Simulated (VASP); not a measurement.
Input of a VASP 6.6.1 run:

File INCAR:

```
PREC     = Accurate       # precision mode
ENCUT    = 520            # plane-wave cutoff, eV
EDIFF    = 1E-6           # SCF threshold, eV
ISMEAR   = 0              # smearing method
SIGMA    = 0.1            # smearing width, eV
LREAL    = F              # projectors in reciprocal space
LASPH    = T              # aspherical terms in the spheres
NELM     = 100            # most SCF steps
ALGO     = Fast           # electronic algorithm
ISIF     = 2              # what is computed and relaxed
LWAVE    = F              # write WAVECAR
LCHARG   = F              # write CHGCAR
GGA      = PE             # functional
NBANDS   = 36             # bands
```

Contents of KPOINTS:

```
regular mesh
0
Gamma
  15 15 4
```

File POSCAR:

```
Pb
1.0
    3.5596347306      0.0000000000      0.0000000000
   -1.7798173653      3.0827341049      0.0000000000
    0.0000000000      0.0000000000     11.6427508476
Pb
4
Direct
    0.0000000000      0.0000000000      0.0000000000
    0.3333333333      0.6666666667      0.2500000000
    0.0000000000      0.0000000000      0.5000000000
    0.6666666667      0.3333333333      0.7500000000
```

Potentials or basis: VASP PAW PBE potentials, release 64 (Pb_d).

The run is started by

```console
$ cat potpaw_PBE.64/Pb_d/POTCAR > POTCAR
$ mpirun -np 1 vasp_std > vasp.out
```

(1) What does it give for the pressure?

(2) What does it give for the band gap on the k mesh?

## Answers

(1) -0.1 GPa.

(2) none (metal or under the smearing width).
